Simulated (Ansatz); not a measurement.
## Zn under changes of volume

One of the cells (15.169 Å³/atom); the others are scaled copies at fixed shape and fractional positions:

```
CELL_PARAMETERS angstrom
0.00000 1.96478 1.96478
1.96478 0.00000 1.96478
1.96478 1.96478 0.00000
ATOMIC_POSITIONS crystal
Zn 0.00000 0.00000 0.00000
```

This isn't the form of Zn at room conditions, which is hcp.

- Program: Ansatz 0.2.0
- Functional: PBE0
- Potentials or basis: Ansatz PAW
- Cutoff: 420 eV (not typed: the program's choice for these potentials)
- k mesh: 6 × 6 × 6
- Occupations: fermi-dirac, width 0.05 eV
- Spin: no spin polarisation

```tsv
volume (Å³/atom)	energy over the lowest point (meV/atom)	pressure (GPa)
14.259	9.44	4.3
14.563	2.89	2.4
14.866	0.00	0.6
15.169	0.30	-0.9
15.473	?	?
15.776	8.97	-3.6
16.080	16.71	-4.7
```

Q: What does the run at 15.473 Å³/atom give?

A: Energy over the lowest point 3.34 meV/atom; pressure -2.3 GPa.

Worked out: A Birch-Murnaghan fit of order 3 (a polynomial in V^(-2/3)) to the other rows has its minimum at 14.99 Å³/atom with B0 = V·E''(V) = 79 GPa and B' = 5.4. It gives 3.41 meV/atom at 15.473 Å³/atom, against the run's 3.34, and -dE/dV = -2.3 GPa, against -2.3.

Energies are extrapolated to zero smearing.

Caveats: all runs use coarse meshes; the PAW data sets come from PBE, with cores solved anew for the run's functional, which leaves a small shift of forces and pressure; the thresholds are loose for stress.
